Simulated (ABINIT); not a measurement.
CuO:

```
Cu O
1.0
     2.87950    0.00000    0.00000
     0.03907    2.87928    0.00000
     0.01750    0.01724    5.17634
Cu O
2 2
Direct
  0.00000 0.50000 0.00000
  0.50000 0.00000 0.50000
  0.99842 0.00167 0.74989
  0.00158 0.99833 0.25011
```

The cell comes from a database or a generator and needn't be the stable form of this composition.

Base run:

| Property | Result |
| --- | --- |
| Program | ABINIT 10.8.3 (patched build) |
| Functional | PBEsol |
| Potentials or basis | PseudoDojo NC SR PBEsol v0.4.1 standard |
| Cutoff | 1143 eV |
| k mesh | 7 × 7 × 4 |
| Occupations | fermi-dirac, width 0.05 eV |
| Spin | no spin polarisation |

Its results: band gap on the k mesh none (metal or under the smearing width); pressure -3.4 GPa; largest force 0.014 eV/Å.

Q: The run is repeated on the same cell with these changes: functional from PBEsol to LDA; potentials or basis from PseudoDojo NC SR PBEsol v0.4.1 standard to PseudoDojo NC SR LDA v0.4.1 standard; cutoff from 1143 eV to 1252 eV. What comes out?

A: Band gap on the k mesh none (metal or under the smearing width); pressure -8.6 GPa; largest force 0.016 eV/Å.

Caveats: the run has no spin polarisation, though such a crystal can be magnetic; semilocal functionals often make such compounds metallic where correlation or magnetic order opens a gap, which also shifts bond lengths.

Not every run made on this cell is shown here.
